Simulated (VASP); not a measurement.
# MnS (R-3m) in VASP: a series of runs, part 3 of 3

VASP 6.6.1. The steps go on from the part before.

**4. Relaxation of cell and atoms, r2SCAN+D3(BJ), collinear spin, ferromagnetic start**

INCAR

```
SYSTEM = MnS
PREC     = Accurate       ! precision mode
ENCUT    = 600            ! plane-wave cutoff, eV
EDIFF    = 1E-6           ! SCF threshold, eV
ISMEAR   = 0              ! smearing method
SIGMA    = 0.05           ! smearing width, eV
LREAL    = .False.        ! projectors in reciprocal space
LASPH    = .True.         ! aspherical terms in the spheres
NELM     = 100            ! most SCF steps
ALGO     = Normal         ! electronic algorithm
ISIF     = 3              ! what is computed and relaxed
LWAVE    = .False.        ! write WAVECAR
LCHARG   = .False.        ! write CHGCAR
ISPIN    = 2              ! spin polarisation
MAGMOM   = 4 0            ! initial moments
LORBIT   = 11             ! projections on sites
LMAXMIX  = 4              ! l up to which the mixer works
METAGGA  = R2SCAN         ! meta-GGA
LMIXTAU  = .True.       
IVDW     = 12             ! dispersion correction
VDW_S6   = 1.0          
VDW_S8   = 0.78981345   
VDW_A1   = 0.49484001   
VDW_A2   = 5.73083694   
IBRION   = 2              ! ionic algorithm
NSW      = 60             ! ionic steps
EDIFFG   = -0.02          ! ionic threshold
```

KPOINTS

```
regular mesh
0
Gamma
  9 9 9
  0 0 0
```

POSCAR

```
MnS
1.0
    1.8299960138      1.0565486912      2.9709202777
   -1.8299960138      1.0565486912      2.9709202777
    0.0000000000     -2.1130973823      2.9709202777
Mn S
1 1
Direct
    0.0000000000      0.0000000000      0.0000000000
    0.5000000000      0.5000000000      0.5000000000
```

Potentials or basis: VASP PAW PBE potentials, release 64 (Mn_pv, S).

On the command line:

```bash
$ cat potpaw_PBE.64/Mn_pv/POTCAR potpaw_PBE.64/S/POTCAR > POTCAR
$ mpirun -np 1 vasp_std > vasp.out
```

OUTCAR:

```text
SYSTEM = MnS
   PREC = Accurate
   ENCUT = 600
   EDIFF = 1E-6
   ISMEAR = 0
   LREAL = .False.
   LASPH = .True.
   NELM = 100
   ISIF = 3
   ISPIN = 2
   LORBIT = 11
   METAGGA = R2SCAN
   IVDW = 12
   IBRION = 2
   NSW = 60
   EDIFFG = -0.02
 IVDW          = 12

 ion  position               nearest neighbor table
   1  0.000  0.000  0.000-   2 2.58   2 2.58   2 2.58   2 2.58   2 2.58   2 2.58
   2  0.500  0.500  0.500-   1 2.58   1 2.58   1 2.58   1 2.58   1 2.58   1 2.58

  LATTYP: Found a trigonal (rhomboedric) cell.
 ALAT       =     3.6457575130
 COS(alpha) =     0.4960879726

  Lattice vectors:

 A1 = (   1.8299960138,   1.0565486912,   2.9709202777)
 A2 = (  -1.8299960138,   1.0565486912,   2.9709202777)
 A3 = (   0.0000000000,  -2.1130973823,   2.9709202777)

Analysis of symmetry for initial positions (statically):
[... 753 lines left out ...]
      8       2.9411      1.00000
      9       3.0459      1.00000
     10       3.5135      1.00000
     11       3.5194      1.00000
     12       4.0264      1.00000
     13       7.9364      0.00000
     14      12.3967      0.00000
     15      17.4889      0.00000

 [... further k-points ...]

 spin component 2

 k-point     1 :       0.0000    0.0000    0.0000
  band No.  band energies     occupation
      1     -40.2039      1.00000
      2     -40.2034      1.00000
      3     -40.2034      1.00000
      4      -8.1764      1.00000
      5       5.0715      1.00000
      6       5.0715      1.00000
      7       5.0962      1.00000
      8       7.8759      0.00000
      9       7.8759      0.00000
     10       7.8882      0.00000
     11       7.8882      0.00000
     12       7.8904      0.00000
     13      10.5631      0.00000
     14      17.0832      0.00000
[... 448 lines left out ...]
  FREE ENERGIE OF THE ION-ELECTRON SYSTEM (eV)
  ---------------------------------------------------
  free  energy   TOTEN  =       -25.2618655538 eV

  energy  without entropy=      -25.2612157704  energy(sigma->0) =      -25.26154066

 reached required accuracy - stopping structural energy minimisation

 total charge

# of ion       s       p       d       tot
------------------------------------------
    1        0.222   6.166   4.903  11.291
    2        1.310   2.485   0.000   3.795
--------------------------------------------------
tot          1.533   8.651   4.903  15.086

 magnetization (x)

# of ion       s       p       d       tot
------------------------------------------
    1        0.051   0.038   4.400   4.489
    2        0.030   0.112   0.000   0.142
--------------------------------------------------
tot          0.081   0.150   4.400   4.632
```

OSZICAR:

```text
N       E                     dE             d eps       ncg     rms          rms(c)
DAV:   1     0.144624434850E+03    0.14462E+03   -0.11765E+04  5108   0.150E+03
DAV:   2    -0.218282195044E+02   -0.16645E+03   -0.15919E+03  5730   0.374E+02
[... 41 lines left out ...]
DAV:   4    -0.248725821893E+02    0.28486E-04   -0.38453E-05  5934   0.611E-02    0.453E-02
DAV:   5    -0.248725517368E+02    0.30453E-04   -0.20234E-05  5681   0.346E-02    0.221E-02
DAV:   6    -0.248725572101E+02   -0.54733E-05   -0.54060E-06  5758   0.324E-02    0.161E-02
DAV:   7    -0.248725444513E+02    0.12759E-04   -0.18318E-06  4482   0.172E-02    0.223E-03
DAV:   8    -0.248725433307E+02    0.11206E-05   -0.14840E-07  2900   0.408E-03    0.144E-03
DAV:   9    -0.248725433349E+02   -0.42037E-08   -0.51739E-08  2781   0.233E-03
   4 F= -.25261866E+02 E0= -.25261541E+02  d E =-.764780E-03  mag=     4.9790
```

CONTCAR:

```text
MnS
   1.00000000000000
     1.8347140940404860    1.0592726760970514    2.9880150767668292
    -1.8347140940404860    1.0592726760970514    2.9880150767668292
    -0.0000000000000000   -2.1185453520932693    2.9880150767666245
  Mn              S
     1     1
Direct
     0.0000000000000000    0.0000000000000000    0.0000000000000000
     0.5000000000000000    0.5000000000000000    0.5000000000000000

  0.00000000E+00  0.00000000E+00  0.00000000E+00
  0.00000000E+00  0.00000000E+00  0.00000000E+00
```

Wall time 21 min (1 thread of Intel Xeon Platinum 8375C at 2.90GHz (Ice Lake), shared host); peak memory 0.27 GiB.

What came out:

| Property | Result |
| --- | --- |
| Free energy | -25.2619 eV |
| Relaxed volume | 17.42 Å³/atom |
| Relaxed cell | a = 3.663 Å, b = 3.663 Å, c = 3.663 Å, α = 60.12°, β = 60.12°, γ = 60.12° |
| Space group after relaxing (to 0.05 Å) | Fm-3m (No. 225) |
| Energy gained by relaxing | 0.4 meV/atom |
| Ionic steps | 4 |
| Pressure after relaxing | 0.0 GPa |
| Band gap on the k mesh | none (metal or under the smearing width) |
| Net moment | 4.98 μB per cell |
| Site moments | Mn +4.49; S +0.14 μB |
| Valence electrons inside the program's atomic spheres | Mn 11.29; S 3.79 |
| Dispersion energy per atom | -0.195 eV |

Stress tensor (GPa, compression positive):
```
-0.13  0.00  0.00
 0.00 -0.13  0.00
 0.00  0.00  0.13
```

The path:
```
step  energy change (eV)  largest force (eV/Å)  pressure (GPa)  volume (Å³)
   1              0.0000                0.0000            0.64        34.47
   2             -0.0008                0.0000            0.02        34.81
   3             -0.0007                0.0000           -0.22        34.92
   4             -0.0008                0.0000           -0.04        34.84
```

Final structure:
```cif
data_structure
_symmetry_space_group_name_H-M 'P 1'
_symmetry_Int_Tables_number 1
_cell_length_a 3.6628
_cell_length_b 3.6628
_cell_length_c 3.6628
_cell_angle_alpha 60.119
_cell_angle_beta 60.119
_cell_angle_gamma 60.119
_cell_volume 34.84
loop_
_atom_site_label
_atom_site_type_symbol
_atom_site_fract_x
_atom_site_fract_y
_atom_site_fract_z
_atom_site_occupancy
Mn1 Mn 0.00000 0.00000 0.00000 1
S1 S 0.50000 0.50000 0.50000 1
```

Caveat: the PAW data sets were made with another functional, which shifts forces and pressure a little; a cell with one magnetic atom can't hold antiferromagnetic order, which such compounds often take; semilocal functionals often make such compounds metallic where correlation or magnetic order opens a gap, which also shifts bond lengths; pairwise dispersion overbinds metals, which lowers pressure and volume. With open d or f shells a metallic result of r2SCAN can be an artefact of self-interaction; +U or a hybrid may open a gap.

**5. Overview**

```csv
level,gap on the mesh (eV),pressure (GPa),moment (μB),relaxed volume (Å³/atom)
r2SCAN,none,0.0,4.98,17.78
MS2,none,0.0,4.87,17.06
r2SCAN+D3(BJ),none,0.0,4.98,17.42
```

Alike in all rows: task relaxation of cell and atoms; potentials or basis VASP PAW PBE potentials, release 64 (Mn_pv, S); spin collinear, ferromagnetic start; cell relaxed; k mesh 9 × 9 × 9; cutoff (eV) 600; smearing gaussian 0.05 eV.

Caveats: the PAW data sets were made with another functional, which shifts forces and pressure a little; a cell with one magnetic atom can't hold antiferromagnetic order, which such compounds often take; semilocal functionals often make such compounds metallic where correlation or magnetic order opens a gap, which also shifts bond lengths; pairwise dispersion overbinds metals, which lowers pressure and volume (some runs).

Absolute energies hang on the potentials; compare differences alone.
